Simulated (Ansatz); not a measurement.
## AgI

The computed numbers are results of PBEsol, scalar-relativistic (no spin polarisation) in the plane-wave PAW code Ansatz at 420 eV, Γ-centred 8×8×8 mesh, 0.05 eV Gaussian smearing; PAW files: Ansatz's generated set soft_2.

```
CELL_PARAMETERS angstrom
0.00000 3.22491 3.22491
3.22491 0.00000 3.22491
3.22491 3.22491 0.00000
ATOMIC_POSITIONS crystal
Ag 0.00000 0.00000 0.00000
I 0.75000 0.75000 0.75000
```

The chain of runs began from a cell as deposited in COD, expanded in volume. Of that entry: the entry's cell lengths or inner coordinates differ somewhat from later room-temperature determinations.

The cell is relaxed to zero pressure at this level.

The cell has space group F-43m (read at 0.01 Å). In it the stress is 0.01, 0.01, 0.01, 0.00, 0.00, 0.00 GPa and the largest force component 0.000 eV/Å. Each change below starts from this cell, without further relaxation. Stress is in GPa, positive in compression, in the order xx, yy, zz, yz, xz, xy; energies are counted from the cell above.

Problem. What happens when atom 2 (I) is moved by 0.05 Å along z?

Solution. The energy changes by 3.1 meV per cell, and the force on it along the shift is -0.122 eV/Å (−F/u = 2.45 eV/Å²). Stress: 0.05, 0.05, 0.02, 0.00, 0.00, 0.51. The gap on the mesh goes from 1.20 eV to 1.17 eV.
```
atom  Fx (eV/Å)     Fy      Fz
 Ag1      0.000  0.000   0.122
  I2      0.000  0.000  -0.122
```
In a harmonic crystal the energy would rise by −½F·u = ½ × 2.45 × 0.05² eV = 3.1 meV, which matches.

Problem. What stress follows from an engineering strain of 1 % in xy, atoms carried along?

Solution. 0.01, 0.01, 0.01, 0.00, 0.00, -0.28 GPa; the energy changes by 0.6 meV per cell. The gap on the mesh goes from 1.20 eV to 1.18 eV.
```tsv
atom	Fx (eV/Å)	Fy	Fz
Ag1	0.000	0.000	-0.043
I2	0.000	0.000	0.043
```
The change of the stress over the strain gives a clamped-atom stiffness of about 28 GPa for this component.

Kohn–Sham gaps of semilocal functionals lie under measured ones, often by a third or more. No spin–orbit coupling, a notable omission for heavy elements.
